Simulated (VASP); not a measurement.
Crystal: TaN.

```
Ta N
1.0
     2.92177    0.00000    0.00000
    -1.46088    2.53033    0.00000
     0.00000    0.00000    5.91652
Ta N
2 2
Cartesian
  0.0000 0.0000 2.9583
  0.0000 0.0000 0.0000
  0.0000 1.6869 1.4791
  1.4609 0.8434 4.4374
```

The cell comes from a database or a generator and needn't be the stable form of this composition.

Program: VASP 6.6.1. Alike in all runs: potentials or basis VASP PAW PBE potentials, release 64 (Ta_pv, N); no spin polarisation; cell as given; cutoff (eV) 520; smearing fermi-dirac 0.05 eV.

Problem. Order these runs on this cell by their pressure, lowest first.
A. level TPSS; k mesh 10 × 10 × 5
B. level PBEsol+U; U Ta d U = 4 eV; k mesh 7 × 7 × 4
C. level MS2; k mesh 10 × 10 × 5
D. level PBE; k mesh 10 × 10 × 5
E. level revTPSS; k mesh 10 × 10 × 5

Solution. C (-8.8 GPa), E (-5.5 GPa), A (-2.0 GPa), D (-0.4 GPa), B (2.7 GPa).

Caveats: the PAW data sets were made with another functional, which shifts forces and pressure a little (some runs); U without spin polarisation on a metal has little footing (some runs).
